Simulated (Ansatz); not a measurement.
**What spin–orbit coupling does to the bands of TlCl**

```
Tl Cl
1.0
     3.83400    0.00000    0.00000
     0.00000    3.83400    0.00000
     0.00000    0.00000    3.83400
Tl Cl
1 1
Direct
  0.00000 0.00000 0.00000
  0.50000 0.50000 0.50000
```

Atom numbers follow the list: Tl1, Cl2.

The cell is COD entry 9008794, as deposited and not checked against the literature; nothing was relaxed. It is an old determination, and later ones may differ.

Levels of theory: DFT, PBE, all-electron LAPW, scalar-relativistic (Ansatz 0.2.0); DFT, PBE, all-electron LAPW, Dirac equation with spin-orbit coupling (Ansatz 0.2.0).

Sampling and basis: a Γ-centred 8×8×8 k mesh, Fermi–Dirac smearing of 0.02 eV, basis error target 0.5 meV/atom, no spin polarisation.

Levels between -6 and 4 eV, each run counted from its own valence-band top. Scalar levels are listed once for both spins; with the coupling every spinor state is counted. Levels near the edges of the range can cross them.

Problem. At Γ (0.000, 0.000, 0.000) the scalar-relativistic levels are -4.55, -1.53 (×3). What are they with spin–orbit coupling?

Solution. -4.53 (×2), -1.69 (×2), -1.49 (×4).

Problem. At X (0.000, 0.500, 0.000) the scalar-relativistic levels are -5.45, -1.10 (×2), 0.00, 2.08. What are they with spin–orbit coupling?

Solution. -5.42 (×2), -1.17 (×2), -1.07 (×2), 0.00 (×2), 1.90 (×2).

Problem. At R (0.500, 0.500, 0.500) the scalar-relativistic levels are -2.15, -2.02 (×3), 2.53 (×3). What are they with spin–orbit coupling?

Solution. -2.12 (×2), -2.06 (×2), -2.02 (×4), 1.60 (×2), 2.89 (×4).

Problem. Without the coupling the gap is 2.08 eV, direct at X (0, 0.5, 0). And with it?

Solution. 1.60 eV, indirect from X (0, 0.5, 0) to R (0.5, 0.5, 0.5).
